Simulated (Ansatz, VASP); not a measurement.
# One calculation of BaTiO3, two programs

```
Ba Ti O
1.0
     2.82767    1.63255    2.24820
    -2.82767    1.63255    2.24820
     0.00000   -3.26511    2.24820
Ba Ti O
1 1 3
Direct
  0.00051 0.00051 0.00051
  0.49230 0.49230 0.49230
  0.50799 0.50799 0.01251
  0.01251 0.50799 0.50799
  0.50799 0.01251 0.50799
```

Change from the starting cell: z stretched by -3 %, ions relaxed.

Alike in both runs: functional PBE; k mesh 8 × 8 × 8; occupations fermi-dirac, width 0.02 eV; no spin polarisation.

Ansatz relaxed the structure, and its values are those at the end. VASP's run is a single point on that final structure, the one shown.

```csv
,VASP,Ansatz
version,VASP 6.6.1,Ansatz 0.2.0
potentials or method,"VASP PAW PBE potentials, release 64 (Ba_sv, Ti_sv, O)","plane-wave PAW, scalar-relativistic"
plane-wave cutoff (eV),520,420
valence electrons in the cell,40,40
```

|  | VASP | Ansatz | Ansatz less VASP |
| --- | --- | --- | --- |
| gap on the k mesh at the Fermi level (eV) | 2.06 | 2.12 | +0.062 |
| pressure (GPa) | 10.7 | 8.7 | -1.99 |
| rms of the force components (eV/Å) | 0.018 | 0.000 | -0.0179 |

With one functional, cell and mesh, what is left measures potentials, basis and numerics. Ansatz warned: «gradients_without_spin_orbit».

Caveats: spin-orbit coupling is left out, which moves the levels of the heavy elements. A k mesh can miss the band edges.
